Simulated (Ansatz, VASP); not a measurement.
# Li2O in VASP and in Ansatz

```
Li O
1.0
     0.00000    2.28637    2.28637
     2.28637    0.00000    2.28637
     2.28637    2.28637    0.00000
Li O
2 1
Direct
  0.25000 0.25000 0.25000
  0.75000 0.75000 0.75000
  0.00000 0.00000 0.00000
```

Alike in both runs: functional r2SCAN; k mesh 8 × 8 × 8; no spin polarisation.

Ansatz relaxed the structure, and its values are those at the end. VASP's run is a single point on that final structure, the one shown.

```csv
,VASP,Ansatz
version,VASP 6.6.1,Ansatz 0.2.0
potentials or method,"VASP PAW PBE potentials, release 64 (Li_sv, O)","scalar-relativistic, plane waves, PAW"
plane-wave cutoff (eV),520,500
occupations,"gaussian, width 0.01 eV",fixed
valence electrons in the cell,12,12
```

VASP gave:

```
gap on the k mesh at the Fermi level (eV) : 5.73
least direct gap on the mesh (eV)         : 6.35
```

Question: What did Ansatz give for the same quantities?

Answer: gap on the k mesh at the Fermi level (eV): 5.77; least direct gap on the mesh (eV): 6.20.

 A k mesh can miss the band edges.
